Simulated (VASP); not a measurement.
# Cu2O (Cuprite) (Pn-3m) in VASP: further runs

Aim: see how the results for Cu2O (Cuprite) move with the level of theory and the settings. Levels: PBE+D3(BJ), PBE. Tasks: relaxation of cell and atoms.

All numbers are computed with VASP 6.6.1; they aren't measurements. Logs are shortened: lines on timing, memory, paths and dates and some standing lists are left out, and cuts for length are marked.

**1. Starting point**

Symmetry: Pn-3m, No. 224, cubic system. The conventional cell has a = 4.260 Å, b = 4.260 Å, c = 4.260 Å, α = 90.00°, β = 90.00°, γ = 90.00°. Cu (site symmetry -3m) has 2 O at 1.84 Å as nearest neighbours. O (site symmetry -43m) is surrounded by 4 Cu at 1.84 Å.

**2. Relaxation of cell and atoms, PBE+D3(BJ)**

File INCAR:

```
SYSTEM = Cu2O
PREC = Accurate
ENCUT = 600
EDIFF = 1E-6
ISMEAR = 0
SIGMA = 0.03
LREAL = .FALSE.
LASPH = .TRUE.
NELM = 80
ALGO = Normal
ISIF = 3
LWAVE = .FALSE.
LCHARG = .FALSE.
GGA = PE
IVDW = 12
IBRION = 2
NSW = 90
EDIFFG = -0.01
KPAR = 2
```

File KPOINTS:

```
regular mesh
0
G
  6 6 6
  0 0 0
```

File POSCAR:

```
Cu2O
1.0
    4.2600000000      0.0000000000      0.0000000000
    0.0000000000      4.2600000000      0.0000000000
    0.0000000000      0.0000000000      4.2600000000
Cu O
4 2
Direct
    0.2500000000      0.2500000000      0.2500000000
    0.2500000000      0.7500000000      0.7500000000
    0.7500000000      0.7500000000      0.2500000000
    0.7500000000      0.2500000000      0.7500000000
    0.0000000000      0.0000000000      0.0000000000
    0.5000000000      0.5000000000      0.5000000000
```

Potentials or basis: VASP PAW PBE potentials, release 64 (Cu, O).

On the command line:

```sh
cat potpaw_PBE.64/Cu/POTCAR potpaw_PBE.64/O/POTCAR > POTCAR
mpirun -np 2 vasp_std > vasp.out
```

OUTCAR:

```text
SYSTEM = Cu2O
   PREC = Accurate
   ENCUT = 600
   EDIFF = 1E-6
   ISMEAR = 0
   LREAL = .FALSE.
   LASPH = .TRUE.
   NELM = 80
   ISIF = 3
   GGA = PE
   IVDW = 12
   IBRION = 2
   NSW = 90
   EDIFFG = -0.01
 IVDW          = 12

 ion  position               nearest neighbor table
   1  0.250  0.250  0.250-   5 1.84   6 1.84
   2  0.250  0.750  0.750-   5 1.84   6 1.84
   3  0.750  0.750  0.250-   5 1.84   6 1.84
   4  0.750  0.250  0.750-   5 1.84   6 1.84
   5  0.000  0.000  0.000-   1 1.84   2 1.84   3 1.84   4 1.84
   6  0.500  0.500  0.500-   1 1.84   2 1.84   3 1.84   4 1.84

  LATTYP: Found a simple cubic cell.
 ALAT       =     4.2600000000

  Lattice vectors:

 A1 = (   4.2600000000,   0.0000000000,   0.0000000000)
 A2 = (   0.0000000000,   4.2600000000,   0.0000000000)
 A3 = (   0.0000000000,   0.0000000000,   4.2600000000)

Analysis of symmetry for initial positions (statically):
=====================================================================
 Subroutine PRICEL returns:
 Original cell was already a primitive cell.

 Routine SETGRP: Setting up the symmetry group for a
 simple cubic supercell.

 Subroutine GETGRP returns: Found 48 space group operations
 (whereof 24 operations were pure point group operations)
 out of a pool of 48 trial point group operations.

The static configuration has the point symmetry T_d .
 The point group associated with its full space group is O_h .

Analysis of symmetry for dynamics (positions and initial velocities):
=====================================================================
 Subroutine PRICEL returns:
 Original cell was already a primitive cell.

 Routine SETGRP: Setting up the symmetry group for a
 simple cubic supercell.

 Subroutine GETGRP returns: Found 48 space group operations
 (whereof 24 operations were pure point group operations)
 out of a pool of 48 trial point group operations.

The dynamic configuration has the point symmetry T_d .
 The point group associated with its full space group is O_h .

 Subroutine INISYM returns: Found 48 space group operations
 (whereof 24 operations are pure point group operations),
 and found     1 'primitive' translations

----------------------------------------------------------------------------------------

                                     Primitive cell

  volume of cell :      77.3088

  direct lattice vectors                    reciprocal lattice vectors
     4.260000000  0.000000000  0.000000000     0.234741784  0.000000000  0.000000000
     0.000000000  4.260000000  0.000000000     0.000000000  0.234741784  0.000000000
     0.000000000  0.000000000  4.260000000     0.000000000  0.000000000  0.234741784

  length of vectors
     4.260000000  4.260000000  4.260000000     0.234741784  0.234741784  0.234741784

  position of ions in fractional coordinates (direct lattice)
     0.250000000  0.250000000  0.250000000
     0.250000000  0.750000000  0.750000000
     0.750000000  0.750000000  0.250000000
     0.750000000  0.250000000  0.750000000
     0.000000000  0.000000000  0.000000000
     0.500000000  0.500000000  0.500000000

  ion indices of the primitive-cell ions
   primitive index   ion index
                 1           1
                 2           2
                 3           3
                 4           4
                 5           5
                 6           6

----------------------------------------------------------------------------------------

 KPOINTS: regular mesh

Automatic generation of k-mesh.
 Grid dimensions read from file:
 generate k-points for:    6    6    6

 Generating k-lattice:

  Cartesian coordinates                     Fractional coordinates (reciprocal lattice)
     0.039123631  0.000000000  0.000000000     0.166666667  0.000000000  0.000000000
     0.000000000  0.039123631  0.000000000     0.000000000  0.166666667  0.000000000
     0.000000000  0.000000000  0.039123631     0.000000000  0.000000000  0.166666667

  Length of vectors
     0.039123631  0.039123631  0.039123631

  Shift w.r.t. Gamma in fractional coordinates (k-lattice)
     0.000000000  0.000000000  0.000000000

 Subroutine IBZKPT returns following result:
 ===========================================

 Found     20 irreducible k-points:

 Following reciprocal coordinates:
            Coordinates               Weight
  0.000000  0.000000  0.000000      1.000000
  0.166667  0.000000  0.000000      6.000000
  0.333333  0.000000  0.000000      6.000000
  0.500000  0.000000  0.000000      3.000000
  0.166667  0.166667  0.000000     12.000000
  0.333333  0.166667  0.000000     24.000000
[... 12 lines left out ...]
  0.500000  0.500000  0.333333      6.000000
  0.500000  0.500000  0.500000      1.000000
   k-points           NKPTS =     20   k-points in BZ     NKDIM =     20   number of bands    NBANDS=     33
   number of dos      NEDOS =    301   number of ions     NIONS =      6
   total plane-waves  NPLWV =  46656
   dimension x,y,z NGX =    36 NGY =   36 NGZ =   36
   dimension x,y,z NGXF=    72 NGYF=   72 NGZF=   72
   ions per type =               4   2
   NGX,Y,Z   is equivalent  to a cutoff of  14.05, 14.05, 14.05 a.u.
   NGXF,Y,Z  is equivalent  to a cutoff of  28.10, 28.10, 28.10 a.u.
 SYSTEM =  Cu2O
   PREC   = accura    normal or accurate (medium, high low for compatibility)
   ISTART =      0    job   : 0-new  1-cont  2-samecut
   ICHARG =      2    charge: 1-file 2-atom 10-const
   ISPIN  =      1    spin polarized calculation?
   LNONCOLLINEAR =      F non collinear calculations
   LSORBIT =      F    spin-orbit coupling
   LASPH  =      T    aspherical Exc in radial PAW
   ENCUT  =  600.0 eV  44.10 Ry    6.64 a.u.   8.51  8.51  8.51*2*pi/ulx,y,z
   NELM   =     80;   NELMIN=  2; NELMDL= -5     # of ELM steps
   EDIFF  = 0.1E-05   stopping-criterion for ELM
   LREAL  =      F    real-space projection
   EDIFFG = -.1E-01   stopping-criterion for IOM
   NSW    =     90    number of steps for IOM
   IBRION =      2    ionic relax: 0-MD 1-quasi-New 2-CG
   NFREE  =      1    steps in history (QN), initial steepest desc. (CG)
   ISIF   =      3    stress and relaxation
   ISYM   =      2    0-nonsym 1-usesym 2-fastsym
   POTIM  = 0.5000    time-step for ionic-motion
   TEBEG  =    0.0;   TEEND  =   0.0 temperature during run
   PSTRESS=    0.0 pullay stress
   NELECT =      56.0000    total number of electrons
   NUPDOWN=      -1.0000    fix difference up-down
   EMIN   =  10.00;   EMAX   =-10.00  energy-range for DOS
   EFERMI =   0.00;   METHOD = LEGACY
   ISMEAR =     0;   SIGMA  =   0.03  broadening in eV -4-tet -1-fermi 0-gaus
   EFERMI_NEDOS =   21; number of points for ismear=-14 and -15
   IALGO  =     38    algorithm
   IMIX   =      4    mixing-type and parameters
     AMIX     =   0.40;   BMIX     =  1.00
     AMIX_MAG =   1.60;   BMIX_MAG =  1.00
  volume/ion in A,a.u.               =      12.88        86.95
  Fermi-wavevector in a.u.,A,eV,Ry     =   1.470261  2.778391 29.411289  2.161669
  Thomas-Fermi vector in A             =   2.585540
   LORBIT       =      0    0 simple, 1 ext, 2 COOP (PROOUT), +10 PAW based schemes
   GGA     = PE    functional components
   LHFCALC =     F    Hartree Fock is set to
   AEXX    =    0.0000 exact exchange contribution
   IVDW    =    12    specifies the selected vdW correction
   LEPSILON=     F    determine dielectric tensor
   LRPA    =     F    only Hartree local field effects (RPA)
 conjugate gradient relaxation of ions
 non-spin polarized calculation
 Gauss-broadening in eV      SIGMA  =   0.03
  energy-cutoff  :      600.00
  volume of cell :       77.31
 maximum number of plane-waves:      2601
 NGX is ok and might be reduce to    36
   NGX = 17   NGY = 17   NGZ = 17

--------------------------------------- Ionic step        1  -------------------------------------------

 number of electron      55.9999977 magnetization

 Free energy of the ion-electron system (eV)
  ---------------------------------------------------
  ext. energy  EPLUGINS =         0.00000000
  ---------------------------------------------------
  free energy    TOTEN  =       -27.25852781 eV

  energy without entropy =      -27.25852781  energy(sigma->0) =      -27.25852781

------------------------ aborting loop because EDIFF is reached ----------------------------------------

 Edisp (eV)   -1.85151

 E8    (eV) :    -0.7458

  FORCE on cell =-STRESS in cart. coord.  units (eV):
  Direction    XX          YY          ZZ          XY          YZ          ZX
  --------------------------------------------------------------------------------------
  -------------------------------------------------------------------------------------
  Total       0.07034     0.07034     0.07034    -0.00000    -0.00000     0.00000
  in kB       1.45771     1.45771     1.45771    -0.00000    -0.00000     0.00000
  external pressure =        1.46 kB  Pullay stress =        0.00 kB
[... 69 lines left out ...]
  energy  without entropy=      -29.1099878566  energy(sigma->0) =      -29.10998786

--------------------------------------- Ionic step        3  -------------------------------------------

 number of electron      55.9999976 magnetization

 Free energy of the ion-electron system (eV)
  ---------------------------------------------------
  ext. energy  EPLUGINS =         0.00000000
  ---------------------------------------------------
  free energy    TOTEN  =       -27.25939609 eV

  energy without entropy =      -27.25939609  energy(sigma->0) =      -27.25939609

 E-fermi :   4.9632     XC(G=0): -11.0432

 val. band max:        4.7689347886   @ k =   0.0000   0.0000   0.0000
 cond. band min:       5.3066610353   @ k =   0.0000   0.0000   0.0000
 fundamental gap:      0.5377262466
 Fermi energy:         4.9631751201

 k-point     1 :       0.0000    0.0000    0.0000
  band No.  band energies     occupation
      1     -15.3885      2.00000
      2     -14.6513      2.00000
      3      -2.4752      2.00000
      4      -2.4752      2.00000
      5      -2.4752      2.00000
      6      -0.0919      2.00000
[... 746 lines left out ...]
  FREE ENERGIE OF THE ION-ELECTRON SYSTEM (eV)
  ---------------------------------------------------
  free  energy   TOTEN  =       -29.1100388964 eV

  energy  without entropy=      -29.1100388964  energy(sigma->0) =      -29.11003890

 reached required accuracy - stopping structural energy minimisation
```

It took 43 s on 2 MPI ranks of Intel Xeon Platinum 8488C (Sapphire Rapids), shared host; peak memory 0.23 GiB.

What came out:

| Quantity | Value |
| --- | --- |
| Free energy | -29.1100 eV |
| Relaxed volume | 12.89 Å³/atom |
| Relaxed cell | a = 4.261 Å, b = 4.261 Å, c = 4.261 Å, α = 90.00°, β = 90.00°, γ = 90.00° |
| Space group after relaxing (to 0.05 Å) | Pn-3m (No. 224) |
| Energy gained by relaxing | 0.0 meV/atom |
| Ionic steps | 3 |
| Pressure after relaxing | 0.0 GPa |
| Band gap on the k mesh | 0.54 eV, direct |
| Dispersion energy per atom | -0.308 eV |

Final structure:
```
Cu O
1.0
     4.26065    0.00000    0.00000
     0.00000    4.26065    0.00000
     0.00000    0.00000    4.26065
Cu O
4 2
Direct
  0.25000 0.25000 0.25000
  0.25000 0.75000 0.75000
  0.75000 0.75000 0.25000
  0.75000 0.25000 0.75000
  0.00000 0.00000 0.00000
  0.50000 0.50000 0.50000
```

Levels at points of the mesh, in eV from the valence-band top:
```tsv
k point	band 25	band 26	band 27	band 28	band 29	band 30	band 31	band 32
(0.00, 0.00, 0.00)	-1.57	0.00	0.00	0.00	0.54	1.25	1.25	7.95
(0.50, 0.00, 0.00)	-1.20	-1.20	-0.39	-0.39	2.27	2.27	4.24	4.24
(0.50, 0.50, 0.00)	-1.21	-1.21	-0.65	-0.65	1.92	1.92	3.86	3.86
(0.50, 0.50, 0.50)	-0.99	-0.57	-0.57	-0.57	2.46	2.46	2.46	4.89
```

**3. Relaxation of cell and atoms, PBE+D3(BJ)**

INCAR, as its differences from that of step 2:

```diff
@@ -3,3 +3,3 @@
 ENCUT = 600
-EDIFF = 1E-6
+EDIFF = 1E-7
 ISMEAR = 0
@@ -17,3 +17,3 @@
 NSW = 90
-EDIFFG = -0.01
+EDIFFG = -0.005
 KPAR = 2
```

KPOINTS is that of step 2.

File POSCAR:

```
Cu2O                                    
1.0
    4.2606481443      0.0000000000      0.0000000000
   -0.0000000000      4.2606481443      0.0000000000
    0.0000000000     -0.0000000000      4.2606481443
  Cu              O             
     4     2
Direct
     0.2500000000000000    0.2500000000000000    0.2500000000000000
     0.2500000000000000    0.7500000000000000    0.7500000000000000
     0.7500000000000000    0.7500000000000000    0.2500000000000000
     0.7500000000000000    0.2500000000000000    0.7500000000000000
     0.0000000000000000    0.0000000000000000    0.0000000000000000
     0.5000000000000000    0.5000000000000000    0.5000000000000000
```

Potentials or basis: VASP PAW PBE potentials, release 64 (Cu, O).

On the command line:

```sh
cat potpaw_PBE.64/Cu/POTCAR potpaw_PBE.64/O/POTCAR > POTCAR
mpirun -np 2 vasp_std > vasp.out
```

It took 24 s on 2 MPI ranks of Intel Xeon Platinum 8488C (Sapphire Rapids), shared host; peak memory 0.22 GiB.

It converged, with:

* Free energy: -29.1100 eV
* Pressure after relaxing: 0.0 GPa
* Band gap on the k mesh: 0.54 eV, direct
* Dispersion energy per atom: -0.308 eV

Final structure:
```
Cu O
1.0
     4.26065    0.00000    0.00000
     0.00000    4.26065    0.00000
     0.00000    0.00000    4.26065
Cu O
4 2
Direct
  0.25000 0.25000 0.25000
  0.25000 0.75000 0.75000
  0.75000 0.75000 0.25000
  0.75000 0.25000 0.75000
  0.00000 0.00000 0.00000
  0.50000 0.50000 0.50000
```

Levels at points of the mesh, in eV from the valence-band top:
```
           k point  band 25  band 26  band 27  band 28  band 29  band 30  band 31  band 32
(0.00, 0.00, 0.00)    -1.57     0.00     0.00     0.00     0.54     1.25     1.25     7.95
(0.50, 0.00, 0.00)    -1.20    -1.20    -0.39    -0.39     2.27     2.27     4.24     4.24
(0.50, 0.50, 0.00)    -1.21    -1.21    -0.65    -0.65     1.92     1.92     3.86     3.86
(0.50, 0.50, 0.50)    -0.99    -0.57    -0.57    -0.57     2.46     2.46     2.46     4.89
```

Caveat: the relaxation stopped at its first step, so nothing moved.

**4. Relaxation of cell and atoms, PBE**

File INCAR:

```
SYSTEM = Cu2O
ALGO = Normal
EDIFF = 1E-6
EDIFFG = -0.01
ENCUT = 600
GGA = PE
IBRION = 2
ISIF = 3
ISMEAR = 0
KPAR = 2
LASPH = .True.
LCHARG = .False.
LREAL = .False.
LWAVE = .False.
NELM = 80
NSW = 90
PREC = Accurate
SIGMA = 0.03
```

File KPOINTS:

```
k-points
0
Gamma
  6 6 6
  0 0 0
```

File POSCAR:

```
Cu2O
1.0
    4.2600000000      0.0000000000      0.0000000000
    0.0000000000      4.2600000000      0.0000000000
    0.0000000000      0.0000000000      4.2600000000
Cu O
4 2
Direct
    0.2500000000      0.2500000000      0.2500000000
    0.2500000000      0.7500000000      0.7500000000
    0.7500000000      0.7500000000      0.2500000000
    0.7500000000      0.2500000000      0.7500000000
    0.0000000000      0.0000000000      0.0000000000
    0.5000000000      0.5000000000      0.5000000000
```

On the command line:

```sh
cat potpaw_PBE.64/Cu/POTCAR potpaw_PBE.64/O/POTCAR > POTCAR
mpirun -np 2 vasp_std > vasp.out
```

Wall time 66 s (2 MPI ranks of AMD EPYC 7R13 (Zen 3), shared host); peak memory 0.21 GiB.

The run converged. Its results:

- Free energy: -27.2900 eV
- Relaxed volume: 13.32 Å³/atom
- Relaxed cell: a = 4.307 Å, b = 4.307 Å, c = 4.307 Å, α = 90.00°, β = 90.00°, γ = 90.00°
- Space group after relaxing (to 0.05 Å): Pn-3m (No. 224)
- Energy gained by relaxing: 5.2 meV/atom
- Ionic steps: 3
- Pressure after relaxing: 0.1 GPa
- Band gap on the k mesh: 0.47 eV, direct

The path:
```csv
step,energy change (eV),largest force (eV/Å),pressure (GPa),volume (Å³)
1,0.0000,0.0000,4.07,77.31
2,-0.0264,0.0000,-1.52,81.03
3,-0.0315,0.0000,0.07,79.90
```

Final structure:
```
Cu O
1.0
     4.30713    0.00000    0.00000
     0.00000    4.30713    0.00000
     0.00000    0.00000    4.30713
Cu O
4 2
Direct
  0.25000 0.25000 0.25000
  0.25000 0.75000 0.75000
  0.75000 0.75000 0.25000
  0.75000 0.25000 0.75000
  0.00000 0.00000 0.00000
  0.50000 0.50000 0.50000
```

Levels at points of the mesh, in eV from the valence-band top:
```tsv
k point	band 25	band 26	band 27	band 28	band 29	band 30	band 31	band 32
(0.00, 0.00, 0.00)	-1.50	0.00	0.00	0.00	0.47	1.36	1.36	7.75
(0.50, 0.00, 0.00)	-1.14	-1.14	-0.37	-0.37	2.19	2.19	4.26	4.26
(0.50, 0.50, 0.00)	-1.15	-1.15	-0.62	-0.62	1.91	1.91	3.79	3.79
(0.50, 0.50, 0.50)	-0.96	-0.54	-0.54	-0.54	2.51	2.51	2.51	4.78
```

(Continued in part 2 of 2.)
